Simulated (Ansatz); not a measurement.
LiBr (Fm-3m) from a database structure, relaxed with r2SCAN: the symmetry is Fm-3m (No. 225, cubic); a = 5.479 Å in the conventional setting, 20.56 Å³ an atom. Li is surrounded by 6 Br at 2.74 Å; Br is surrounded by 6 Li at 2.74 Å. One-shot G0W0@PBE in Ansatz on a 6×6×6 mesh (contour deformation, no spin-orbit coupling), from a PBE gap of 4.991 eV over the mesh points (the G0W0 gap is direct on the mesh); the number N of bands summed and the screening cutoff rise together. Spin-unpolarised throughout; all numbers are computed.

```csv
N,cutoff (eV),1000/N,G0W0 gap (eV)
127,120,7.874,7.150
309,220,3.236,7.292
```

Question: Lay a straight line in 1000/N through these rows.

Answer: The slope is -0.0306 eV per unit of 1000/N and the intercept 7.391 eV.

Question: Predict the gap at N = 564 (300 eV).

Answer: 7.391 + (-0.0306) × 1.773 = 7.337 eV; the run gives 7.330 eV, -0.007 eV from the line.

Question: With that run's result added, what limit do the last two rows suggest?

Answer: Their slope is (7.330 − 7.292)/(1.773 − 3.236) = -0.0260, which meets 1/N = 0 at 7.38 eV, against 7.391 eV from the first line. The slope flattens, so the first line overshoots; the k mesh isn't extrapolated.

The runs are scalar-relativistic, without spin-orbit coupling.
